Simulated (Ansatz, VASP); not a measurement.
**One calculation of GaN, two programs**

```xyz
4
Lattice="3.1370 0.0000 0.0000 -1.5685 2.7167 0.0000 0.0000 0.0000 5.0962" Properties=species:S:1:pos:R:3 pbc="T T T"
Ga    1.5685    0.9056    2.5481
Ga    0.0000    1.8112    0.0000
N     1.5685    0.9056    4.4592
N     0.0000    1.8112    1.9111
```

Alike in both runs: task single point; functional r2SCAN; dispersion rVV10; k mesh 10 × 10 × 5; occupations fermi-dirac, width 0.05 eV; no spin polarisation.

|  | VASP | Ansatz |
| --- | --- | --- |
| version | VASP 6.6.1 | Ansatz 0.2.0 |
| potentials or method | VASP PAW PBE potentials, release 64 (Ga_d, N) | Ansatz PAW |
| plane-wave cutoff (eV) | 520 | 500 |
| valence electrons in the cell | 36 | 36 |

VASP gave:

* gap on the k mesh at the Fermi level (eV): 2.62
* least direct gap on the mesh (eV): 2.62
* pressure (GPa): 9.9
* largest component of the traceless stress (GPa): 1.58
* rms of the force components (eV/Å): 0.089

Question: Estimate Ansatz's values.

Answer: gap on the k mesh at the Fermi level (eV): 2.63; least direct gap on the mesh (eV): 2.63; pressure (GPa): 8.7; largest component of the traceless stress (GPa): 1.65; rms of the force components (eV/Å): 0.088.

Atom by atom the forces differ by 0.000 eV/Å (rms over components).

Caveats: the PAW data sets were made with another functional, which shifts forces and pressure a little (VASP); odd divisions of the mesh miss points on the zone boundary, where band edges often lie, so the gap on the mesh can be too wide (Ansatz); the PAW data sets come from PBE, with cores solved anew for the run's functional, which leaves a small shift of forces and pressure (Ansatz). r2SCAN opens gaps a little over a GGA but as a rule still falls short of measured ones.
